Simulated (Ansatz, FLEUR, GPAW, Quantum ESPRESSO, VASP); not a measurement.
TiPt3: programs and potentials compared

```
Pt Ti
1.0
     3.89700    0.00000    0.00000
     0.00000    3.89700    0.00000
     0.00000    0.00000    3.89700
Pt Ti
3 1
Direct
  0.50000 0.50000 0.00000
  0.50000 0.00000 0.50000
  0.00000 0.50000 0.50000
  0.00000 0.00000 0.00000
```

Alike in all runs: task equation of state; functional PBEsol; k mesh 7 × 7 × 7; occupations fermi-dirac, width 0.05 eV; no spin polarisation; no spin-orbit coupling.

| program and potentials | plane-wave cutoff (eV) | notes | equilibrium volume (Å³/atom) | bulk modulus (GPa) |
| --- | --- | --- | --- | --- |
| Ansatz, Ansatz PAW | 420 | potentials made for PBE, which Ansatz adapts in part | 14.82 | 265.5 |
| Ansatz, all-electron LAPW, scalar-relativistic | - | - | 14.82 | 265.5 |
| Quantum ESPRESSO, GBRV 1.5 PBEsol | 612 | - | 14.80 | 266.7 |
| FLEUR, all-electron, FLAPW | - | - | 14.83 | 265.9 |
| VASP, PBE PAW files Pt, Ti_sv, 520 eV | 520 | potentials made for PBE | ? | ? |
| GPAW, PAW data sets generated for this functional | 600 | - | 14.83 | 261.9 |

Q: Estimate from the other rows what the run with VASP, PBE PAW files Pt, Ti_sv, 520 eV gave.

A: Equilibrium volume 14.81 Å³/atom; bulk modulus 266.2 GPa. The other rows, which needn't bracket it: equilibrium volume 14.80 to 14.83; bulk modulus 261.9 to 266.7.
